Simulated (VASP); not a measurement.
Write the native input for VASP 6.6.1 that does the following.

```
Task                   : relaxation of cell and atoms
Functional             : vdW-DF
Potentials or basis    : VASP PAW PBE potentials, release 64 (I, Na_pv)
Cutoff                 : 600 eV
k mesh                 : 7 × 7 × 7
Occupations            : fermi-dirac, width 0.05 eV
Spin                   : no spin polarisation
Further INCAR settings : ALGO = Normal; EDIFF = 1e-06; IBRION = 2; EDIFFG = -0.005; NSW = 40; ISIF = 3
```

The structure of NaI lies in POSCAR:

```
NaI
1.0
    0.0000000000      3.2364000000      3.2364000000
    3.2364000000      0.0000000000      3.2364000000
    3.2364000000      3.2364000000      0.0000000000
I Na
1 1
Direct
    0.5000000000      0.5000000000      0.5000000000
    0.0000000000      0.0000000000      0.0000000000
```

These files were run (other wordings do the same):

INCAR

```
SYSTEM = NaI
  PREC = Accurate
  ENCUT = 600
  EDIFF = 1E-6
  ISMEAR = -1
  SIGMA = 0.05
  LREAL = .FALSE.
  LASPH = .TRUE.
  NELM = 60
  ALGO = Normal
  ISIF = 3
  LWAVE = .FALSE.
  LCHARG = .FALSE.
  GGA = RE
  LUSE_VDW = .TRUE.
  AGGAC = 0.0
  IBRION = 2
  NSW = 40
  EDIFFG = -0.005
```

KPOINTS

```
Automatic mesh
0
G
  7 7 7
  0 0 0
```

Potentials or basis: VASP PAW PBE potentials, release 64 (I, Na_pv).

Run with:

```bash
$ cat potpaw_PBE.64/I/POTCAR potpaw_PBE.64/Na_pv/POTCAR > POTCAR
$ mpirun -np 1 vasp_std > vasp.out
```

It gave:

```
Relaxed volume                         : 35.91 Å³/atom
Relaxed cell                           : a = 4.666 Å, b = 4.666 Å, c = 4.666 Å, α = 60.00°, β = 60.00°, γ = 60.00°
Space group after relaxing (to 0.05 Å) : Fm-3m (No. 225)
Energy gained by relaxing              : 5.9 meV/atom
Ionic steps                            : 4
Pressure after relaxing                : 0.0 GPa
Band gap on the k mesh                 : 3.69 eV, direct
```

Caveat: the PAW data sets were made with another functional, which shifts forces and pressure a little; spin-orbit coupling is left out, which moves the levels of the heavy elements.

Run time: 4.7 min on 1 thread of Intel(R) Xeon(R) Platinum 8488C (Sapphire Rapids), with other jobs on the host, peak memory 0.57 GiB.
